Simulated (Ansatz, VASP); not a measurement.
# Two plane-wave programs on MoS2 (db)

```
Mo S
1.0
     3.16900    0.00000    0.00000
    -1.58450    2.74443    0.00000
     0.00000    0.00000   12.32400
Mo S
2 4
Direct
  0.33333 0.66667 0.25000
  0.66667 0.33333 0.75000
  0.33333 0.66667 0.62326
  0.66667 0.33333 0.12326
  0.33333 0.66667 0.87674
  0.66667 0.33333 0.37674
```

Alike in both runs: functional PBE; dispersion D3(BJ); k mesh 12 × 12 × 4; occupations gaussian, width 0.02 eV; no spin polarisation.

Ansatz relaxed the structure, and its values are those at the end. VASP's run is a single point on that final structure, the one shown.

|  | VASP | Ansatz |
| --- | --- | --- |
| version | VASP 6.6.1 | Ansatz 0.2.0 |
| potentials or method | VASP PAW PBE potentials, release 64 (Mo_sv, S) | scalar-relativistic, plane waves, PAW |
| plane-wave cutoff (eV) | 520 | 420 |
| valence electrons in the cell | 52 | 52 |

```tsv
	VASP	Ansatz	Ansatz less VASP
gap on the k mesh at the Fermi level (eV)	0.90	0.89	-0.014
least direct gap on the mesh (eV)	1.65	1.65	-0.004
pressure (GPa)	-1.7	-1.6	+0.13
rms of the force components (eV/Å)	0.006	0.000	-0.0056
```

Ansatz warned: «stress_scf_threshold_loose».

A k mesh can miss the band edges.
